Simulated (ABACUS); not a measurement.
Zn:

```
Zn
1.0
    -1.56904    1.56904    1.56904
     1.56904   -1.56904    1.56904
     1.56904    1.56904   -1.56904
Zn
1
Direct
  0.00000 0.00000 0.00000
```

This isn't the form of Zn at room conditions, which is hcp.

Base run:

```yaml
Program: ABACUS 3.10.1
Functional: PBEsol
Potentials_or_basis: SG15 ONCV 1.2 PBE
Cutoff: 1143 eV
Density_cutoff: 4572 eV
Basis: plane waves
k_mesh: 12 × 12 × 12
Occupations: fermi-dirac, width 0.05 eV
Spin: no spin polarisation
```

Its results: band gap on the k mesh none (metal or under the smearing width); pressure -5.6 GPa.

The run is repeated on the same cell with these changes: functional from PBEsol to PW91. What comes out?

Band gap on the k mesh none (metal or under the smearing width); pressure -0.5 GPa.

PW91 binds less tightly than PBEsol, so the same cell stands under more pressure.

Caveats: the potentials were made for another functional, which shifts forces and pressure.
